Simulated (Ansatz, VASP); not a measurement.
**B in VASP and in Ansatz**

```xyz
1
Lattice="-0.9879 0.9879 1.4970 0.9879 -0.9879 1.4970 0.9879 0.9879 -1.4970" Properties=species:S:1:pos:R:3 pbc="T T T"
B     0.0000    0.0000    0.0000
```

Alike in both runs: functional PBEsol; k mesh 10 × 10 × 10; occupations gaussian, width 0.1 eV; no spin polarisation.

Ansatz relaxed the structure, and its values are those at the end. VASP's run is a single point on that final structure, the one shown.

```csv
,VASP,Ansatz
version,VASP 6.6.1,Ansatz 0.2.0
potentials or method,"VASP PAW PBE potentials, release 64 (B)","scalar-relativistic, plane waves, PAW"
plane-wave cutoff (eV),520,420
valence electrons in the cell,3,3
```

```tsv
	VASP	Ansatz	Ansatz less VASP
gap on the k mesh at the Fermi level (eV)	none	none	-
pressure (GPa)	0.4	0.0	-0.37
```

A gap of «none» marks a metal or a gap that the smearing closes. The functional is the same, so the differences come from potentials, cutoffs and numerics.

Caveats: the k mesh is coarse (spacing up to 0.45 Å⁻¹), so the values aren't converged; the PAW data sets were made with another functional, which shifts forces and pressure a little (VASP).
